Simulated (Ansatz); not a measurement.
This Ansatz 0.2.0 run on Cr needs a look.

File input.yaml:

```yaml
crystal:
  lattice:
    - [-0.01742837, 1.81563267, 1.81065737]
    - [1.83100899, -0.01704057, 1.81026957]
    - [1.85589832, 1.84013421, -0.04192991]
  atoms:
    - { symbol: Cr, position: [0.0, 0.0, 0.0], spin: 3.0 }
hamiltonian:
  xc: pbe
  pseudopotentials: { kind: paw }
magnetization:
  spin_polarized: true
kpoints:
  mp_grid: { grid: [12, 12, 12] }
scf:
  occupations: { method: fermi_dirac, width: 0.05 }
  max_iter: 60
output:
  forces: true
  stress: true
  eigenvalues: true
relax:
  f_tol: 0.01
  max_steps: 40
  cell: { stress_tol: 0.05 }
basis:
  ecutwfc: "30 meV"
```

Potentials or basis: Ansatz PAW.

Run with:

```sh
$ ansatz run input.yaml --threads 2 --pin off --max-ram 5632MiB --backend cpu --events-out ev --progress --plain --runs-dir out
```

Output:

```text
Error: inconsistent input (basis.ecutwfc, kpoints): the smallest per-k basis holds n_pw = 0 plane waves (k-point 1, counted from 0 among those solved) but the deck needs at least 9 band(s) per channel, and no run solves more bands than the smallest per-k basis has plane waves; raise basis.ecutwfc until the smallest per-k basis, which caps the automatic band count, holds at least 9 plane waves
```

How did it end, and where is the flaw?

The program refused the input. The input holds a flaw that was put in on purpose: a cutoff in the wrong unit (basis.ecutwfc = 30 meV).

A sound run on the same cell differs in these lines of the main input:
```diff
@@ -17 +16,0 @@
-  max_iter: 60
@@ -26,2 +24,0 @@
-basis:
-  ecutwfc: "30 meV"
```
